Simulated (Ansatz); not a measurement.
Yb:

```
Yb
1.0
     3.87990    0.00000    0.00000
    -1.93995    3.36009    0.00000
     0.00000    0.00000    6.38590
Yb
2
Direct
  0.66667 0.33333 0.75000
  0.33333 0.66667 0.25000
```

This isn't the form of Yb at room conditions, which is fcc.

Base run:

```yaml
Program: Ansatz 0.2.0
Functional: PBEsol
Potentials_or_basis: all-electron PAW datasets made for the crystal
Cutoff: 280 eV
Density_cutoff: 1120 eV
k_mesh: 8 × 8 × 4
Occupations: fermi-dirac, width 0.05 eV
Spin: collinear spin, ferromagnetic start
Starting_moments: "[1.0, 1.0] μB"
```

Its results: pressure -3.3 GPa; net moment 0.00 μB per cell.

After a change of settings the same cell gave: pressure 1.2 GPa; net moment 0.00 μB per cell. Which change was it?
A. potentials or basis from all-electron PAW datasets made for the crystal to all-electron LAPW, non-relativistic; cutoff from 280 eV to 125 eV; density cutoff from 1120 eV to 499 eV
B. potentials or basis from all-electron PAW datasets made for the crystal to all-electron LAPW, scalar-relativistic; cutoff from 280 eV to 171 eV; density cutoff from 1120 eV to 683 eV; hubbard terms from none to Yb f U = 8 eV
C. potentials or basis from all-electron PAW datasets made for the crystal to all-electron LAPW, scalar-relativistic; cutoff from 280 eV to 171 eV; density cutoff from 1120 eV to 683 eV
D. potentials or basis from all-electron PAW datasets made for the crystal to all-electron LAPW, scalar-relativistic; cutoff from 280 eV to 171 eV; density cutoff from 1120 eV to 683 eV; k mesh from 8 × 8 × 4 to 6 × 6 × 3

A.

Caveats: an open f shell can end in a state above the lowest; relativity is left out, which matters for the heavier elements (some runs).

Not every run made on this cell is shown here.
